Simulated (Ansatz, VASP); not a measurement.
## Te: VASP beside Ansatz

File INCAR:

```
PREC = Accurate
ENCUT = 520
EDIFF = 1E-6
ISMEAR = -1
SIGMA = 0.05
LREAL = False
LASPH = True
NELM = 60
ALGO = Normal
ISIF = 2
LWAVE = False
LCHARG = False
GGA = CA
NBANDS = 16
```

KPOINTS

```
regular mesh
0
Gamma
  7 7 5
```

POSCAR

```
Te
1.0
    4.4834975484      0.0000000000      0.0000000000
   -2.2417487742      3.8828227747      0.0000000000
    0.0000000000      0.0000000000      5.9632329314
Te
3
Direct
    0.7310000000      0.7310000000      0.0000000000
    0.0000000000      0.2690000000      0.6666666667
    0.2690000000      0.0000000000      0.3333333333
```

The input input.yaml:

```yaml
crystal:
  lattice:
    - [4.4834975484, 0.0, 0.0]
    - [-2.2417487742, 3.8828227747, 0.0]
    - [0.0, 0.0, 5.9632329314]
  atoms:
    - { symbol: Te, position: [0.731, 0.731, 0.0] }
    - { symbol: Te, position: [0.0, 0.269, 0.6666666667] }
    - { symbol: Te, position: [0.269, 0.0, 0.3333333333] }
kpoints:
  mp_grid: { grid: [7, 7, 5] }
scf:
  occupations: { method: fermi_dirac, width: 0.05 }
hamiltonian:
  xc: lda
  pseudopotentials: { kind: all_electron, lapw: { basis_error: 0.002 } }
output:
  forces: true
  stress: true
  eigenvalues: true
```

Change from the starting cell: volume scaled by 1.02.

Alike in both runs: task single point; functional LDA; k mesh 7 × 7 × 5; occupations fermi-dirac, width 0.05 eV; no spin polarisation.

|  | VASP | Ansatz |
| --- | --- | --- |
| version | VASP 6.6.1 | Ansatz 0.2.0 |
| potentials or method | VASP PAW LDA potentials, release 64 (Te) | all-electron LAPW, scalar-relativistic |
| plane-wave cutoff (eV) | 520 | see its input |

VASP gave:

```
gap on the k mesh at the Fermi level (eV)       : 0.58
least direct gap on the mesh (eV)               : 0.73
pressure (GPa)                                  : -2.7
largest component of the traceless stress (GPa) : 0.22
rms of the force components (eV/Å)              : 0.009
```

**Question.** What did Ansatz give for the same quantities?

**Answer.** gap on the k mesh at the Fermi level (eV): 0.59; least direct gap on the mesh (eV): 0.74; pressure (GPa): -2.8; largest component of the traceless stress (GPa): 0.27; rms of the force components (eV/Å): 0.025.

Atom by atom the forces differ by 0.016 eV/Å (rms over components). Ansatz ran all-electron here, so the differences hold the error of VASP's frozen core and of both bases.

Caveats: spin-orbit coupling is left out, which moves the levels of the heavy elements; an odd mesh through Γ misses points on the zone boundary, where band edges often lie.
